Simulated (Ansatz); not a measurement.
LiF, space group Pm-3m, cell relaxations under several functionals

Program: Ansatz 0.2.0 through its Python package.

The cells in order, each with its output:

In [1]:
```python
import ansatz as az
from ase import Atoms
import numpy as np
```

In [2]:
```python
def edges_and_angles(cell):
    cell = np.asarray(cell)
    a, b, c = np.linalg.norm(cell, axis=1)
    cosines = cell[1] @ cell[2] / (b * c), cell[0] @ cell[2] / (a * c), cell[0] @ cell[1] / (a * b)
    return (a, b, c, *np.degrees(np.arccos(cosines)))

atoms = Atoms(
    ["Li", "F"],
    scaled_positions=[
        (0.0, 0.0, 0.0),
        (0.5, 0.5, 0.5),
    ],
    cell=[
        (2.559533, 0.0, 0.0),
        (0.0, 2.559533, 0.0),
        (0.0, 0.0, 2.559533),
    ],
    pbc=True,
)
xtal = az.Crystal.from_ase(atoms)
```

In [3]:
```python
xtal.resolved().sites[-1]
```
Out [3]:
```text
Site(symbol='F', position=(0.5, 0.5, 0.5), moment=None, axis=None, held=None, saved=None)
```

In [4]:
```python
job = (
    xtal.calculation()
    .basis(420)
    .kpoints(8, 8, 8)
    .occupations("Marzari-Vanderbilt", width=0.02)
    .relax(cell=True, max_steps=40)
)

levels = [("blyp", "d3bj"), ("r2scan", "d4"), ("pbesol", "d3bj")]
print("level            a       b       c    alpha   beta  gamma  V/atom  steps")
for name, dispersion in levels:
    seen = []
    run = job.functional(name, dispersion=dispersion).session().plan()
    done = run.execute(on_event=lambda e: seen.append(e) if e["event"] == "relax_step" else None)
    cell = done.lattice.cell_ang
    label = name if dispersion == "none" else f"{name}+{dispersion}"
    print("{:13s} {:7.4f} {:7.4f} {:7.4f} {:6.2f} {:6.2f} {:6.2f}".format(label, *edges_and_angles(cell)), f"{abs(np.linalg.det(cell)) / len(done.lattice.sites):7.3f} {len(seen):5d}")
```
```text
level            a       b       c    alpha   beta  gamma  V/atom  steps
blyp+d3bj      2.4865  2.4865  2.4865  90.00  90.00  90.00   7.687     7
DeckWarning: basis.ecutwfc = 420 eV is below the records' recommended 500 eV, and the density's cutoff is lower with it unless basis.ecutrho_ratio is high enough to keep the records' density cutoff: compare with a run at a higher cutoff
r2scan+d4      2.5111  2.5111  2.5111  90.00  90.00  90.00   7.917     7
pbesol+d3bj    2.4895  2.4895  2.4895  90.00  90.00  90.00   7.715     7
```

From smallest to largest: BLYP+D3BJ (7.69 Å³ an atom, -8.3 % against the start), PBEsol+D3BJ (7.71 Å³ an atom, -8.0 % against the start) and r2SCAN+D4 (7.92 Å³ an atom, -5.6 % against the start). The spread is 3.0 % in volume.

Reading the output:
- The cutoff lies under the one recommended for these potentials in some of the runs.
- Forces vanish by symmetry, so the ions can't move, and the end may be a saddle.
- The structure comes from a database of computed cells and needn't be a stable or known phase.
- Warnings are shown shortened and without file and line.
- Finished in 16 s on 1 thread of Arm Neoverse V2, with other jobs on the host, peak memory 0.37 GiB.
